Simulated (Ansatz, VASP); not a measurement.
# Zn in VASP and in Ansatz

Contents of INCAR:

```
SYSTEM = Zn
PREC = Accurate
ENCUT = 520
EDIFF = 1E-6
ISMEAR = 0
SIGMA = 0.15
LREAL = .FALSE.
LASPH = .TRUE.
NELM = 100
ALGO = Fast
ISIF = 2
LWAVE = .FALSE.
LCHARG = .TRUE.
GGA = PE
LELF = .TRUE.
LVHAR = .TRUE.
NBANDS = 12
```

The input KPOINTS:

```
regular mesh
0
G
  22 22 22
  0 0 0
```

File POSCAR:

```
Zn
1.0
   -1.5219658900      1.5690370000      1.5690370000
    1.5219658900     -1.5690370000      1.5690370000
    1.5219658900      1.5690370000     -1.5690370000
Zn
1
Direct
    0.0000000000      0.0000000000      0.0000000000
```

Input for Ansatz:

```yaml
crystal:
  lattice:
    - [-1.52196589, 1.569037, 1.569037]
    - [1.52196589, -1.569037, 1.569037]
    - [1.52196589, 1.569037, -1.569037]
  atoms:
    - { symbol: Zn, position: [0.0, 0.0, 0.0] }
basis:
  ecutwfc: 420
kpoints:
  mp_grid: { grid: [22, 22, 22] }
hamiltonian:
  xc: pbe
scf:
  occupations: { method: gaussian, width: 0.15 }
output:
  forces: true
  stress: true
  eigenvalues: true
```

Change from the starting cell: strain -0.0300 x Voigt [1, 0, 0, 0, 0, 0], atoms carried along.

Alike in both runs: task single point; functional PBE; k mesh 22 × 22 × 22; occupations gaussian, width 0.15 eV; no spin polarisation.

```csv
,VASP,Ansatz
version,VASP 6.6.1,Ansatz 0.2.0
potentials or method,"VASP PAW PBE potentials, release 64 (Zn)","scalar-relativistic, plane waves, PAW"
plane-wave cutoff (eV),520,420
valence electrons in the cell,12,12
```

```tsv
	VASP	Ansatz	Ansatz less VASP
gap on the k mesh at the Fermi level (eV)	none	none	-
pressure (GPa)	2.1	1.8	-0.31
largest component of the traceless stress (GPa)	1.15	1.14	-0.001
```

A gap of «none» marks a metal or a gap that the smearing closes.
